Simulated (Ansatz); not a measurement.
A relaxation computed with Ansatz, from input to last step.

```yaml
crystal:
  lattice:
    - [4.4466030442, 0.0, 0.0]
    - [-2.2233015221, 3.8508711968, 0.0]
    - [0.0, 0.0, 2.6899475641]
  atoms:
    - { symbol: Mn, position: [0.0, 0.0, 0.0], spin: 4.08 }
    - { symbol: Mn, position: [0.3333333333, 0.6666666667, 0.5], spin: 4.09 }
    - { symbol: Mn, position: [0.6666666667, 0.3333333333, 0.5], spin: 4.09 }
basis:
  ecutwfc: 500
kpoints:
  mp_grid: { grid: [12, 12, 16] }
hamiltonian:
  xc: r2scan
scf:
  occupations: { method: gaussian, width: 0.1 }
output:
  forces: true
  stress: true
  eigenvalues: true
  populations: true
magnetization:
  spin_polarized: true
relax:
  adjacent_minimum: "off"
  f_tol: 0.01
  max_steps: 60
  cell: { stress_tol: 0.1 }
```

```bash
ansatz run input.yaml --threads 1 --pin off --max-ram 2560MiB --backend cpu --events-out ev --progress --plain --runs-dir out
```

The calculation used Ansatz, DFT r2SCAN, scalar-relativistic, plane waves, PAW.

Of 4 frames 4 are shown, positions in Å and forces in eV/Å; the SCF threshold varies from step to step. Steps run on the plane waves of an earlier cell, with a Pulay correction in the pressure. The basis is chosen afresh for the last frame, the zero of the energies, and at times for earlier ones too; energy and pressure step there, also at an unchanged geometry.

```xyz
3
Lattice="4.4466 0.0000 0.0000 -2.2233 3.8509 0.0000 0.0000 0.0000 2.6899" Properties=species:S:1:pos:R:3:forces:R:3 pbc="T T T" step=1 free_energy_over_end_meV_per_atom=0.35 pressure_GPa=0.78
Mn    0.0000    0.0000    0.0000    0.0000    0.0000    0.0000
Mn    0.0000    2.5672    1.3450    0.0000    0.0000    0.0000
Mn    2.2233    1.2836    1.3450    0.0000    0.0000    0.0000
3
Lattice="4.4582 0.0000 0.0000 -2.2291 3.8609 0.0000 0.0000 0.0000 2.6980" Properties=species:S:1:pos:R:3:forces:R:3 pbc="T T T" step=2 free_energy_over_end_meV_per_atom=0.10 pressure_GPa=0.10
Mn    0.0000    0.0000    0.0000    0.0000    0.0000    0.0000
Mn    0.0000    2.5739    1.3490    0.0000    0.0000    0.0000
Mn    2.2291    1.2870    1.3490    0.0000    0.0000    0.0000
3
Lattice="4.4606 0.0000 0.0000 -2.2303 3.8630 0.0000 0.0000 0.0000 2.6983" Properties=species:S:1:pos:R:3:forces:R:3 pbc="T T T" step=3 free_energy_over_end_meV_per_atom=0.10 pressure_GPa=0.00
Mn    0.0000    0.0000    0.0000    0.0000    0.0000    0.0000
Mn    0.0000    2.5753    1.3491    0.0000    0.0000    0.0000
Mn    2.2303    1.2877    1.3491    0.0000    0.0000    0.0000
3
Lattice="4.4606 0.0000 0.0000 -2.2303 3.8630 0.0000 0.0000 0.0000 2.6983" Properties=species:S:1:pos:R:3:forces:R:3 pbc="T T T" step=4 free_energy_over_end_meV_per_atom=0.00 pressure_GPa=0.01
Mn    0.0000    0.0000    0.0000    0.0000    0.0000    0.0000
Mn    0.0000    2.5753    1.3491    0.0000    0.0000    0.0000
Mn    2.2303    1.2877    1.3491    0.0000    0.0000    0.0000
```

It took 5.9 min on 1 thread of Oxide Virtual Turin-like Processor (Zen 5) (shared host), peak memory 0.92 GiB.

The state reached may not be the lowest one. The program reads another magnetic order as possibly lower.